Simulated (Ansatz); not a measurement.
This script makes an equation of state with a fit of TaN, space group P-62m with the Python package of Ansatz (0.2.0).

`eos_tan.py`:
```python
'''Bulk modulus of TaN from an E(V) curve.'''

import argparse

import ansatz as az
import numpy as np
from scipy.optimize import curve_fit

parser = argparse.ArgumentParser(description='Bulk modulus of TaN from an E(V) curve.')
parser.add_argument('--functional', required=True, help='exchange-correlation functional')
parser.add_argument('--vdw', default='D4', help='dispersion correction')
parser.add_argument('--cutoff-ev', type=float, required=True, help='plane-wave cutoff (eV)')
parser.add_argument('--filling', default='Fermi-Dirac', help='how the bands are filled')
parser.add_argument('--kmesh', type=int, nargs=3, required=True, help='k-point sampling')
args = parser.parse_args()

VECTORS = np.array([
    [5.196, 0.0, 0.0],
    [-2.598, 4.499868, 0.0],
    [0.0, 0.0, 2.911],
])
SITES = [
    ('Ta', [1 / 3, 2 / 3, 0.5]),
    ('Ta', [2 / 3, 1 / 3, 0.5]),
    ('Ta', [0.0, 0.0, 0.0]),
    ('N', [0.39285, 0.0, 0.0]),
    ('N', [0.60715, 0.60715, 0.0]),
    ('N', [0.0, 0.39285, 0.0]),
]


def crystal_on(cell):
    crystal = az.Crystal(lattice=az.Lattice.of(cell))
    for symbol, position in SITES:
        crystal = crystal.atom(symbol, position)
    return crystal

def vinet(v, e0, v0, b0, b1):
    eta = (v / v0) ** (1 / 3)
    return e0 + 2 * b0 * v0 / (b1 - 1) ** 2 * (2 - (5 + 3 * b1 * (eta - 1) - 3 * eta) * np.exp(-1.5 * (b1 - 1) * (eta - 1)))

# scale the volume, keep shape and fractions
volumes, energies = [], []
for scale in np.linspace(0.88, 1.12, 7):
    cell = VECTORS * scale ** (1 / 3)
    job = (
        crystal_on(cell).calculation()
        .functional(args.functional, dispersion=args.vdw)
        .pseudopotentials('paw')
        .basis(args.cutoff_ev)
        .occupations(args.filling)
        .kpoints(*args.kmesh)
    )
    data = job.run().report
    volumes.append(abs(np.linalg.det(cell)) / len(SITES))
    energies.append(data['free_energy_ev'] / len(SITES))
    print(f'V = {volumes[-1]:8.4f} A^3/atom  F = {energies[-1]:.5f} eV/atom')

guess = (min(energies), volumes[int(np.argmin(energies))], 0.5, 4.5)
(e0, v0, b0, b1), _ = curve_fit(vinet, np.array(volumes), np.array(energies), p0=guess, maxfev=20000)
print(f'Vinet fit: V0 = {v0:.4f} A^3/atom, B0 = {160.21766 * b0:.1f} GPa, B1 = {b1:.2f}')
print('largest residual', round(1000 * float(np.abs(vinet(np.array(volumes), e0, v0, b0, b1) - energies).max()), 3), 'meV/atom')
```

Its results, one of them left out:

| V (Å³/atom) | F less the lowest row shown (meV/atom) |
| --- | --- |
| 9.983 | 208.09 |
| 10.436 | 86.27 |
| 10.890 | ? |
| 11.344 | 0.00 |
| 11.798 | 16.25 |
| 12.251 | 62.23 |
| 12.705 | 132.24 |

What is the missing energy at 10.890 Å³ an atom?

A third-order Birch-Murnaghan fit, E = E0 + (9 V0 B0 / 16) [(t - 1)³ B' + (t - 1)² (6 - 4t)] with t = (V0/V)^(2/3), through the 6 rows shown gives V0 = 11.354 Å³, B0 = 321.2 GPa, B' = 4.26 and E0 = 0.03 meV. At V = 10.890 Å³, t = 1.02822, and the fit interpolates to 20.49 meV. The run gave 20.47 meV, a miss of 0.03 meV.

The run is spin-unpolarised. Shape and fractional positions are held along the curve, so the bulk modulus is an upper value where they are free to relax. Dispersion corrections can be off by several per cent in the lattices of metals, and by several GPa in the pressure at a fixed cell. The mesh is modest for a metal, so energies can be off by several to tens of meV an atom and pressures by half a GPa or more; differences at equal mesh fare better. Spin-orbit coupling, which matters for elements this heavy, is left out. The starting cell is as deposited in a crystallographic database; the results hold for this polymorph, which needn't be the stable one. Hardware and time: 53 s on 1 thread of Arm Neoverse V2, with other jobs on the host, peak memory 0.45 GiB.
